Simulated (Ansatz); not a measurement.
**Bi2Se3: stress in a strained cell**

Bi2Se3 is deformed so: equal xy, yz and zx engineering shear strains of +2 %. What stress and forces result, by LAPW, PAW and all-electron datasets made for the crystal?

Method: DFT PBE, scalar-relativistic, in Ansatz 0.2.0.

## Step 1: The starting structure

Symmetry: R-3m, No. 166, trigonal system. Conventional cell: a = 4.143 Å, b = 4.143 Å, c = 28.636 Å, α = 90.00°, β = 90.00°, γ = 120.00°. Around Bi (site symmetry 3m) lie 6 Se at 2.85 to 3.07 Å. Around Se (site symmetry -3m) lie 6 Bi at 3.07 Å. Se (site symmetry 3m) is surrounded by 3 Bi at 2.85 Å.

As a file:

```cif
data_structure
_symmetry_space_group_name_H-M 'R-3m:H'
_symmetry_Int_Tables_number 166
_cell_length_a 4.1430
_cell_length_b 4.1430
_cell_length_c 28.6360
_cell_angle_alpha 90.000
_cell_angle_beta 90.000
_cell_angle_gamma 120.000
_cell_volume 425.67
loop_
_atom_site_label
_atom_site_type_symbol
_atom_site_symmetry_multiplicity
_atom_site_Wyckoff_symbol
_atom_site_fract_x
_atom_site_fract_y
_atom_site_fract_z
_atom_site_occupancy
Bi1 Bi 6 c 0.66667 0.33333 0.73413 1
Se1 Se 3 a 0.00000 0.00000 0.00000 1
Se2 Se 6 c 0.33333 0.66667 0.87837 1
```

The file gives the conventional cell by its symmetry; the runs use the cell typed in the input.

Atoms are numbered in the order of the input: Bi1, Bi2, Se3, Se4, Se5.

## Step 2: The deformed structure

Space group R-3m before, P-1 after.

## Step 3: LAPW, all electrons

The input, input.yaml:

```yaml
crystal:
  lattice:
    - [2.1789124036, 1.3121489696, 9.5780047997]
    - [-1.96408619, 1.2707189836, 9.5365748138]
    - [0.0715336865, -2.2965080533, 9.5214103865]
  atoms:
    - { symbol: Bi, position: [0.4008, 0.4008, 0.4008] }
    - { symbol: Bi, position: [0.5992, 0.5992, 0.5992] }
    - { symbol: Se, position: [0.0, 0.0, 0.0] }
    - { symbol: Se, position: [0.2117, 0.2117, 0.2117] }
    - { symbol: Se, position: [0.7883, 0.7883, 0.7883] }
kpoints:
  mp_grid: { grid: [6, 6, 6] }
  band_path:
    path:
      - [0.0, 0.0, 0.0]
      - [-0.5, -0.5, -0.5]
      - [0.5, 0.0, 0.0]
      - [0.0, 0.0, 0.0]
      - [0.0, 0.0, 0.5]
      - [0.0, -0.5, 0.0]
      - [0.0, 0.0, 0.0]
      - [0.5, 0.0, 0.5]
      - [-0.5, -0.5, 0.0]
    npoints: 5
scf:
  occupations: { method: fermi_dirac, width: 0.03 }
hamiltonian:
  xc: pbe
  pseudopotentials: { kind: all_electron, lapw: { basis_error: 0.0005 } }
output:
  forces: true
  stress: true
  eigenvalues: true
```

Started as:

```console
$ ansatz run input.yaml --threads 2 --pin off --max-ram 6144MiB --backend cpu --events-out ev --progress --plain --runs-dir out
```

## Step 4: PAW on the default files

Edit input.yaml of step 3 so:

```diff
@@ -13,14 +13,2 @@
   mp_grid: { grid: [6, 6, 6] }
-  band_path:
-    path:
-      - [0.0, 0.0, 0.0]
-      - [-0.5, -0.5, -0.5]
-      - [0.5, 0.0, 0.0]
-      - [0.0, 0.0, 0.0]
-      - [0.0, 0.0, 0.5]
-      - [0.0, -0.5, 0.0]
-      - [0.0, 0.0, 0.0]
-      - [0.5, 0.0, 0.5]
-      - [-0.5, -0.5, 0.0]
-    npoints: 5
 scf:
@@ -29,3 +17,3 @@
   xc: pbe
-  pseudopotentials: { kind: all_electron, lapw: { basis_error: 0.0005 } }
+  pseudopotentials: { kind: paw }
 output:
@@ -34 +22,2 @@
   eigenvalues: true
+  efg: { contact_densities: true }
```

## Step 5: All-electron PAW on datasets made for the crystal

Edit input.yaml of step 4 so:

```diff
@@ -17,3 +17,3 @@
   xc: pbe
-  pseudopotentials: { kind: paw }
+  pseudopotentials: { kind: all_electron, datasets: crystal }
 output:
```

(Steps that only read results are left out.)

What does the calculation give? Wanted: pressure; largest shear or deviatoric stress.

As calculated:

```
                                 quantity                                           value
                                 pressure  LAPW 2.58, PAW 2.57, crystal datasets 2.58 GPa
largest shear or deviatoric stress (LAPW)                                        1.18 GPa
```

The largest part of the stress beyond the pressure is 1.18 GPa in size, in the yz component; the atoms are carried along and not relaxed. No run of the undeformed cell stands beside it, so the pressure holds what the given cell had before the change. PAW: stress within 0.01 GPa of LAPW, forces within 1 meV/Å. Crystal datasets: stress within 0.01 GPa of LAPW, forces within 1 meV/Å. Spin-orbit coupling is left out, though the cell holds Bi; in elements this heavy it can shift bands and gaps by tenths of an eV.
